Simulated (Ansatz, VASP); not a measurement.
## One calculation of Ni, two programs

```xyz
1
Lattice="2.2591 0.0000 0.0000 0.0000 2.2591 0.0000 0.0000 0.0000 23.8000" Properties=species:S:1:pos:R:3 pbc="T T T"
Ni    1.1296    1.1296    7.0000
```

Alike in both runs: functional PBE; k mesh 8 × 8 × 1; occupations gaussian, width 0.1 eV; collinear spin.

Ansatz relaxed the structure, and its values are those at the end. VASP's run is a single point on that final structure, the one shown.

|  | VASP | Ansatz |
| --- | --- | --- |
| version | VASP 6.6.1 | Ansatz 0.2.0 |
| potentials or method | VASP PAW PBE potentials, release 64 (Ni) | scalar-relativistic, plane waves, PAW |
| plane-wave cutoff (eV) | 520 | 420 |
| valence electrons in the cell | 10 | 18 |

```csv
,VASP,Ansatz,Ansatz less VASP
gap on the k mesh at the Fermi level (eV),none,none,-
net moment per atom (μB),0.87,0.88,0.000
size of the moment on the site where the two differ most (μB),0.90,0.92,+0.020
```

Site moments also hang on the region over which each program counts them. A gap of «none» marks a metal or a gap that the smearing closes. The functional is the same, so the differences come from potentials, cutoffs and numerics. The two sets of potentials don't hold the same shells in valence. Ansatz warned: «slab_cell_height_set».
